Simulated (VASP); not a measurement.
# GaN (P6_3mc) in VASP: settings compared

One crystal, GaN, is run at these levels: rSCAN, PBE; tasks: band structure.

Everything below comes from runs of VASP 6.6.1. Logs are shortened: lines on timing, memory, paths and dates and some standing lists are left out, and cuts for length are marked.

**Experimental background.**

From “Studying electronic properties in GaN without electrical contacts using γ-γ vs e−-γ Perturbed Angular Correlations”, 2019, pmc:6823545, for a bulk crystal of GaN: band gap 3.503 ± 0.005 eV (direct).

The runs below are set against these values where they give the same quantity.

## (1) The structure

It takes space group P6_3mc (No. 186, hexagonal). Conventional cell: a = 3.180 Å, b = 3.180 Å, c = 5.166 Å, α = 90.00°, β = 90.00°, γ = 120.00°. Ga (site symmetry 3m) has 4 N at 1.94 to 1.95 Å as nearest neighbours. Around N (site symmetry 3m) lie 4 Ga at 1.94 to 1.95 Å.

## (2) Band structure, rSCAN

The input, INCAR:

```
PREC     = Accurate       # precision mode
ENCUT    = 520            # plane-wave cutoff, eV
EDIFF    = 1E-6           # SCF threshold, eV
ISMEAR   = -1             # smearing method
SIGMA    = 0.05           # smearing width, eV
LREAL    = F              # projectors in reciprocal space
LASPH    = T              # aspherical terms in the spheres
NELM     = 80             # most SCF steps
ALGO     = Normal         # electronic algorithm
ISIF     = 2              # what is computed and relaxed
LWAVE    = F              # write WAVECAR
LCHARG   = F              # write CHGCAR
METAGGA  = RSCAN          # meta-GGA
LMIXTAU  = T            
NBANDS   = 26             # bands
```

The input, KPOINTS:

```
regular mesh
0
Gamma
  10 10 5
```

The input, POSCAR:

```
GaN
1.0
    3.1800000000      0.0000000000      0.0000000000
   -1.5900000000      2.7539607840      0.0000000000
    0.0000000000      0.0000000000      5.1660000000
Ga N
2 2
Direct
    0.6666666667      0.3333333333      0.5000000000
    0.3333333333      0.6666666667      0.0000000000
    0.6666666667      0.3333333333      0.8750000000
    0.3333333333      0.6666666667      0.3750000000
```

The input, KPOINTS_OPT:

```
path GMKGALHA,LM,KH
10
line-mode
reciprocal
 0.0000000000  0.0000000000  0.0000000000  G
 0.5000000000  0.0000000000  0.0000000000  M

 0.5000000000  0.0000000000  0.0000000000  M
 0.3333333333  0.3333333333  0.0000000000  K

 0.3333333333  0.3333333333  0.0000000000  K
 0.0000000000  0.0000000000  0.0000000000  G

 0.0000000000  0.0000000000  0.0000000000  G
 0.0000000000  0.0000000000  0.5000000000  A

 0.0000000000  0.0000000000  0.5000000000  A
 0.5000000000  0.0000000000  0.5000000000  L

 0.5000000000  0.0000000000  0.5000000000  L
 0.3333333333  0.3333333333  0.5000000000  H

 0.3333333333  0.3333333333  0.5000000000  H
 0.0000000000  0.0000000000  0.5000000000  A

 0.5000000000  0.0000000000  0.5000000000  L
 0.5000000000  0.0000000000  0.0000000000  M

 0.3333333333  0.3333333333  0.0000000000  K
 0.3333333333  0.3333333333  0.5000000000  H
```

Potentials or basis: VASP PAW PBE potentials, release 64 (Ga_d, N).

The run is started by

```bash
$ cat potpaw_PBE.64/Ga_d/POTCAR potpaw_PBE.64/N/POTCAR > POTCAR
$ mpirun -np 1 vasp_std > vasp.out
```

OUTCAR:

```text
PREC = Accurate
   ENCUT = 520
   EDIFF = 1E-6
   ISMEAR = -1
   LREAL = F
   LASPH = T
   NELM = 80
   ISIF = 2
   METAGGA = RSCAN

 ion  position               nearest neighbor table
   1  0.667  0.333  0.500-   3 1.94   4 1.95   4 1.95   4 1.95
   2  0.333  0.667  0.000-   4 1.94   3 1.95   3 1.95   3 1.95
   3  0.667  0.333  0.875-   1 1.94   2 1.95   2 1.95   2 1.95
   4  0.333  0.667  0.375-   2 1.94   1 1.95   1 1.95   1 1.95

  LATTYP: Found a hexagonal cell.
 ALAT       =     3.1800000000
 C/A-ratio  =     1.6245283019

  Lattice vectors:

 A1 = (   3.1800000000,   0.0000000000,   0.0000000000)
 A2 = (  -1.5900000000,   2.7539607840,   0.0000000000)
 A3 = (   0.0000000000,   0.0000000000,   5.1660000000)

Analysis of symmetry for initial positions (statically):
=====================================================================
 Subroutine PRICEL returns:
 Original cell was already a primitive cell.

 Routine SETGRP: Setting up the symmetry group for a
 hexagonal supercell.

 Subroutine GETGRP returns: Found 12 space group operations
 (whereof  6 operations were pure point group operations)
 out of a pool of 24 trial point group operations.

The static configuration has the point symmetry C_3v.
 The point group associated with its full space group is C_6v.

Analysis of symmetry for dynamics (positions and initial velocities):
=====================================================================
 Subroutine PRICEL returns:
 Original cell was already a primitive cell.

 Routine SETGRP: Setting up the symmetry group for a
 hexagonal supercell.

 Subroutine GETGRP returns: Found 12 space group operations
 (whereof  6 operations were pure point group operations)
 out of a pool of 24 trial point group operations.

The dynamic configuration has the point symmetry C_3v.
 The point group associated with its full space group is C_6v.

 Subroutine INISYM returns: Found 12 space group operations
 (whereof  6 operations are pure point group operations),
 and found     1 'primitive' translations

----------------------------------------------------------------------------------------

                                     Primitive cell

  volume of cell :      45.2417

  direct lattice vectors                    reciprocal lattice vectors
     3.180000000  0.000000000  0.000000000     0.314465409  0.181556688  0.000000000
    -1.590000000  2.753960784  0.000000000     0.000000000  0.363113377  0.000000000
     0.000000000  0.000000000  5.166000000     0.000000000  0.000000000  0.193573364

  length of vectors
     3.180000000  3.180000000  5.166000000     0.363113377  0.363113377  0.193573364

  position of ions in fractional coordinates (direct lattice)
     0.666666667  0.333333333  0.500000000
     0.333333333  0.666666667  0.000000000
     0.666666667  0.333333333  0.875000000
     0.333333333  0.666666667  0.375000000

  ion indices of the primitive-cell ions
   primitive index   ion index
                 1           1
                 2           2
                 3           3
                 4           4

----------------------------------------------------------------------------------------

 KPOINTS: regular mesh

Automatic generation of k-mesh.
 Grid dimensions read from file:
 generate k-points for:   10   10    5

 Generating k-lattice:

  Cartesian coordinates                     Fractional coordinates (reciprocal lattice)
     0.031446541  0.018155669  0.000000000     0.100000000 -0.000000000  0.000000000
     0.000000000  0.036311338  0.000000000     0.000000000  0.100000000  0.000000000
     0.000000000  0.000000000  0.038714673     0.000000000  0.000000000  0.200000000

  Length of vectors
     0.036311338  0.036311338  0.038714673

  Shift w.r.t. Gamma in fractional coordinates (k-lattice)
     0.000000000  0.000000000  0.000000000

 Subroutine IBZKPT returns following result:
 ===========================================

 Found     42 irreducible k-points:

 Following reciprocal coordinates:
            Coordinates               Weight
  0.000000  0.000000  0.000000      1.000000
  0.100000  0.000000  0.000000      6.000000
  0.200000  0.000000  0.000000      6.000000
  0.300000  0.000000  0.000000      6.000000
  0.400000 -0.000000  0.000000      6.000000
  0.500000  0.000000  0.000000      3.000000
[... 16 lines left out ...]
  0.300000  0.100000  0.200000     24.000000
  0.400000  0.100000  0.200000     24.000000
 [... further k-points ...]
   k-points           NKPTS =     42   k-points in BZ     NKDIM =     42   number of bands    NBANDS=     26
   number of dos      NEDOS =    301   number of ions     NIONS =      4
   total plane-waves  NPLWV =  23040
   dimension x,y,z NGX =    24 NGY =   24 NGZ =   40
   dimension x,y,z NGXF=    48 NGYF=   48 NGZF=   80
   ions per type =               2   2
   NGX,Y,Z   is equivalent  to a cutoff of  12.55, 12.55, 12.87 a.u.
   NGXF,Y,Z  is equivalent  to a cutoff of  25.09, 25.09, 25.74 a.u.
[... 64 lines left out ...]
 Fermi energy:         6.0929806453

 k-point     1 :       0.0000    0.0000    0.0000
  band No.  band energies     occupation
      1     -11.7175      2.00000
      2     -10.7140      2.00000
      3      -8.7806      2.00000
      4      -8.7587      2.00000
      5      -8.7586      2.00000
      6      -8.6885      2.00000
[... 18 lines left out ...]
     25      17.6254      0.00000
     26      17.6255      0.00000

 k-point     2 :       0.1000    0.0000    0.0000
  band No.  band energies     occupation
      1     -11.6189      2.00000
      2     -10.6866      2.00000
      3      -8.7678      2.00000
      4      -8.7440      2.00000
      5      -8.7275      2.00000
      6      -8.6760      2.00000
[... 18 lines left out ...]
     25      17.2035      0.00000
     26      17.8537      0.00000

 k-point     3 :       0.2000    0.0000    0.0000
  band No.  band energies     occupation
      1     -11.3600      2.00000
      2     -10.6234      2.00000
      3      -8.7340      2.00000
      4      -8.7116      2.00000
      5      -8.6543      2.00000
      6      -8.6151      2.00000
[... 18 lines left out ...]
     25      17.4097      0.00000
     26      18.3512      0.00000

 k-point     4 :       0.3000    0.0000    0.0000
  band No.  band energies     occupation
      1     -11.0493      2.00000
      2     -10.5632      2.00000
      3      -8.7067      2.00000
      4      -8.6864      2.00000
      5      -8.6038      2.00000
      6      -8.5506      2.00000
[... 18 lines left out ...]
     25      17.3763      0.00000
     26      19.0474      0.00000

 k-point     5 :       0.4000   -0.0000    0.0000
  band No.  band energies     occupation
      1     -10.8191      2.00000
      2     -10.5307      2.00000
      3      -8.6992      2.00000
      4      -8.6782      2.00000
      5      -8.5777      2.00000
      6      -8.5178      2.00000
[... 18 lines left out ...]
     25      18.0421      0.00000
     26      19.3561      0.00000

 k-point     6 :       0.5000    0.0000    0.0000
  band No.  band energies     occupation
      1     -10.7378      2.00000
      2     -10.5235      2.00000
      3      -8.7005      2.00000
      4      -8.6775      2.00000
      5      -8.5696      2.00000
      6      -8.5196      2.00000
[... 427 lines left out ...]
 k-point    21 :       0.1000    0.1000    0.2000
  band No.  band energies     occupation
      1     -11.3383      2.00000
      2     -10.6839      2.00000
      3      -8.7341      2.00000
      4      -8.7163      2.00000
      5      -8.6648      2.00000
      6      -8.6625      2.00000
[... 18 lines left out ...]
     25      16.8028      0.00000
     26      17.8974      0.00000

 k-point    22 :       0.2000    0.1000    0.2000
  band No.  band energies     occupation
      1     -11.0742      2.00000
      2     -10.6076      2.00000
      3      -8.7043      2.00000
      4      -8.6907      2.00000
      5      -8.6320      2.00000
      6      -8.6027      2.00000
[... 18 lines left out ...]
     25      17.0369      0.00000
     26      18.5146      0.00000

 k-point    23 :       0.3000    0.1000    0.2000
  band No.  band energies     occupation
      1     -10.8320      2.00000
      2     -10.5509      2.00000
      3      -8.6931      2.00000
      4      -8.6756      2.00000
      5      -8.6008      2.00000
      6      -8.5431      2.00000
[... 18 lines left out ...]
     25      17.3208      0.00000
     26      18.9781      0.00000

 k-point    24 :       0.4000    0.1000    0.2000
  band No.  band energies     occupation
      1     -10.6973      2.00000
      2     -10.5282      2.00000
      3      -8.6982      2.00000
      4      -8.6673      2.00000
      5      -8.5863      2.00000
      6      -8.5275      2.00000
[... 18 lines left out ...]
     25      17.8409      0.00000
     26      19.3892      0.00000

 [... further k-points ...]

------------------------ aborting loop because EDIFF is reached ----------------------------------------

  FORCE on cell =-STRESS in cart. coord.  units (eV):
  Direction    XX          YY          ZZ          XY          YZ          ZX
  --------------------------------------------------------------------------------------
  -------------------------------------------------------------------------------------
  Total        0.2559076      0.2559076      0.8096103      0.0000000      0.0000000      0.0000000
  in kB        9.0626362      9.0626362     28.6712978      0.0000000      0.0000000      0.0000000
  external PRESSURE =      15.5988568 kB  Pullay stress =       0.0000000 kB

 VOLUME and BASIS-vectors are now :
 -----------------------------------------------------------------------------
  energy-cutoff  :      520.00
  volume of cell :       45.24
      direct lattice vectors                 reciprocal lattice vectors
     3.180000000  0.000000000  0.000000000     0.314465409  0.181556688  0.000000000
    -1.590000000  2.753960784  0.000000000     0.000000000  0.363113377  0.000000000
     0.000000000  0.000000000  5.166000000     0.000000000  0.000000000  0.193573364

 POSITION                                       TOTAL-FORCE (eV/Angst)
 -----------------------------------------------------------------------------------
      1.59000      0.91799      2.58300        -0.000000     -0.000000     -0.155705
     -0.00000      1.83597      0.00000         0.000000      0.000000     -0.155705
      1.59000      0.91799      4.52025        -0.000000     -0.000000      0.155705
     -0.00000      1.83597      1.93725        -0.000000     -0.000000      0.155705
 -----------------------------------------------------------------------------------
    total drift:                                0.000002      0.000004     -0.053032

  FREE ENERGIE OF THE ION-ELECTRON SYSTEM (eV)
  ---------------------------------------------------
  free  energy   TOTEN  =       -61.5141926238 eV

  energy  without entropy=      -61.5141926237  energy(sigma->0) =      -61.51419262
```

Wall time 5 min (1 thread of AMD EPYC 9R45 (Zen 5), shared host); peak memory 0.18 GiB.

What came out:

| Item | Value |
| --- | --- |
| Free energy | -61.5142 eV |
| Pressure | 1.6 GPa |
| Largest force | 0.156 eV/Å |
| Band gap on the k mesh | 2.39 eV, direct |
| Band gap along the path | 2.39 eV, direct |

Forces in eV/Å, atoms in the order of the input:
```
Ga   0.000  0.000 -0.156
Ga   0.000  0.000 -0.156
N    0.000  0.000  0.156
N    0.000  0.000  0.156
```

Levels at the corners of the path, in eV from the valence-band top:
```csv
point,band 16,band 17,band 18,band 19,band 20,band 21
Γ,-0.06,0.00,0.00,2.39,4.85,10.00
M,-2.85,-2.28,-1.01,5.60,6.16,6.57
M,-2.85,-2.28,-1.01,5.60,6.16,6.57
K,-3.09,-3.09,-2.77,5.58,8.56,8.56
K,-3.09,-3.09,-2.77,5.58,8.56,8.56
Γ,-0.06,0.00,0.00,2.39,4.85,10.00
Γ,-0.06,0.00,0.00,2.39,4.85,10.00
A,-0.56,-0.56,-0.56,4.80,4.80,9.24
A,-0.56,-0.56,-0.56,4.80,4.80,9.24
L,-2.01,-1.97,-1.97,4.92,4.92,8.48
L,-2.01,-1.97,-1.97,4.92,4.92,8.48
H,-4.29,-1.55,-1.55,7.09,7.09,7.89
H,-4.29,-1.55,-1.55,7.09,7.09,7.89
A,-0.56,-0.56,-0.56,4.80,4.80,9.24
L,-2.01,-1.97,-1.97,4.92,4.92,8.48
M,-2.85,-2.28,-1.01,5.60,6.16,6.57
K,-3.09,-3.09,-2.77,5.58,8.56,8.56
H,-4.29,-1.55,-1.55,7.09,7.09,7.89
```

Caveat: the PAW data sets were made with another functional, which shifts forces and pressure a little.

## (3) Band structure, PBE

POSCAR is that of step 2.

The input, INCAR.step1:

```
SYSTEM = GaN
PREC = Accurate
ENCUT = 520
EDIFF = 1E-6
ISMEAR = -1
SIGMA = 0.05
LREAL = .False.
LASPH = .True.
NELM = 80
ALGO = Normal
ISIF = 2
LWAVE = .False.
LCHARG = .True.
GGA = PE
NBANDS = 26
```

The input, KPOINTS.step1:

```
regular mesh
0
Gamma
  10 10 5
  0 0 0
```

The input, INCAR.step2:

```
SYSTEM = GaN
PREC = Accurate
ENCUT = 520
EDIFF = 1E-6
ISMEAR = 0
SIGMA = 0.05
LREAL = .False.
LASPH = .True.
NELM = 80
ALGO = Normal
ISIF = 2
LWAVE = .False.
LCHARG = .False.
GGA = PE
NBANDS = 26
ICHARG = 11
```

The input, KPOINTS.step2:

```
path GMKGALHA,LM,KH
20
line-mode
reciprocal
 0.0000000000  0.0000000000  0.0000000000  G
 0.5000000000  0.0000000000  0.0000000000  M

 0.5000000000  0.0000000000  0.0000000000  M
 0.3333333333  0.3333333333  0.0000000000  K

 0.3333333333  0.3333333333  0.0000000000  K
 0.0000000000  0.0000000000  0.0000000000  G

 0.0000000000  0.0000000000  0.0000000000  G
 0.0000000000  0.0000000000  0.5000000000  A

 0.0000000000  0.0000000000  0.5000000000  A
 0.5000000000  0.0000000000  0.5000000000  L

 0.5000000000  0.0000000000  0.5000000000  L
 0.3333333333  0.3333333333  0.5000000000  H

 0.3333333333  0.3333333333  0.5000000000  H
 0.0000000000  0.0000000000  0.5000000000  A

 0.5000000000  0.0000000000  0.5000000000  L
 0.5000000000  0.0000000000  0.0000000000  M

 0.3333333333  0.3333333333  0.0000000000  K
 0.3333333333  0.3333333333  0.5000000000  H
```

Potentials or basis: VASP PAW PBE potentials, release 64 (Ga_d, N).

The run is started by

```bash
$ cat potpaw_PBE.64/Ga_d/POTCAR potpaw_PBE.64/N/POTCAR > POTCAR
$ cp INCAR.step1 INCAR
$ cp KPOINTS.step1 KPOINTS
$ mpirun -np 1 vasp_std > vasp.out
$ cp INCAR.step2 INCAR
$ cp KPOINTS.step2 KPOINTS
$ mpirun -np 1 vasp_std > vasp.out
```

Wall time 70 s (1 thread of AMD EPYC 9R45 (Zen 5), shared host); peak memory 0.25 GiB.

It converged, with:

```yaml
Band_gap_on_the_k_mesh: 1.97 eV, direct
Band_gap_along_the_path: 1.97 eV, direct
```

Levels at the corners of the path, in eV from the valence-band top:
```csv
point,band 16,band 17,band 18,band 19,band 20,band 21
Γ,-0.06,0.00,0.00,1.97,4.30,9.26
M,-2.78,-2.26,-0.99,5.07,5.61,6.07
M,-2.78,-2.26,-0.99,5.07,5.61,6.07
K,-3.04,-3.04,-2.72,5.13,7.87,7.87
K,-3.04,-3.04,-2.72,5.13,7.87,7.87
Γ,-0.06,0.00,0.00,1.97,4.30,9.26
Γ,-0.06,0.00,0.00,1.97,4.30,9.26
A,-0.55,-0.55,-0.55,4.29,4.29,8.54
A,-0.55,-0.55,-0.55,4.29,4.29,8.54
L,-1.96,-1.93,-1.93,4.43,4.43,7.84
L,-1.96,-1.93,-1.93,4.43,4.43,7.84
H,-4.23,-1.51,-1.51,6.49,6.49,7.33
H,-4.23,-1.51,-1.51,6.49,6.49,7.33
A,-0.55,-0.55,-0.55,4.29,4.29,8.54
L,-1.96,-1.93,-1.93,4.43,4.43,7.84
M,-2.78,-2.26,-0.99,5.07,5.61,6.07
K,-3.04,-3.04,-2.72,5.13,7.87,7.87
H,-4.23,-1.51,-1.51,6.49,6.49,7.33
```

Caveat: the log is that of the step along the path at fixed density, whose energy, stress, charges and moments have no meaning.

## (4) The reference run

An earlier run on the cell as given: functional PBEsol; potentials or basis VASP PAW PBE potentials, release 64 (Ga_d, N); cutoff 520 eV; k mesh 10 × 10 × 5; occupations fermi-dirac, width 0.05 eV; no spin polarisation.

* Pressure: 0.8 GPa
* Largest force: 0.131 eV/Å
* Band gap on the k mesh: 1.93 eV, direct

## (5) The runs side by side

| task | level | ladder | gap on the mesh (eV) | pressure (GPa) | largest force (eV/Å) |
| --- | --- | --- | --- | --- | --- |
| band structure | rSCAN | - | 2.39 | 1.6 | 0.16 |
| band structure | PBE | - | 1.97 | - | - |
| single point | PBEsol | free | 1.93 | 0.8 | 0.13 |

Alike in all rows: potentials or basis VASP PAW PBE potentials, release 64 (Ga_d, N); no spin polarisation; cell as given; k mesh 10 × 10 × 5; cutoff (eV) 520; smearing fermi-dirac 0.05 eV.

On the cell as given the gap runs from 1.93 eV (PBEsol) to 2.39 eV (rSCAN).

Caveats: the PAW data sets were made with another functional, which shifts forces and pressure a little (some runs).

Absolute energies hang on the potentials; compare differences alone.

## (6) How close it comes

Step 2. Measured gap of GaN: 3.503 eV (direct; quoted in “Studying electronic properties in GaN without electrical contacts using γ-γ vs e−-γ Perturbed Angular Correlations”, 2019, pmc:6823545). This calculation gives 2.39 eV (-1.11 eV). Spin-orbit coupling on Ga is left out. The value is that of rSCAN, without temperature or zero-point motion.

Step 3. A measured gap of GaN is 3.503 eV (direct; quoted in “Studying electronic properties in GaN without electrical contacts using γ-γ vs e−-γ Perturbed Angular Correlations”, 2019, pmc:6823545); the calculated 1.97 eV misses it by -1.53 eV. Spin-orbit coupling on Ga is left out. The value is that of PBE, without temperature or zero-point motion. Semilocal functionals fall short of measured gaps as a rule.
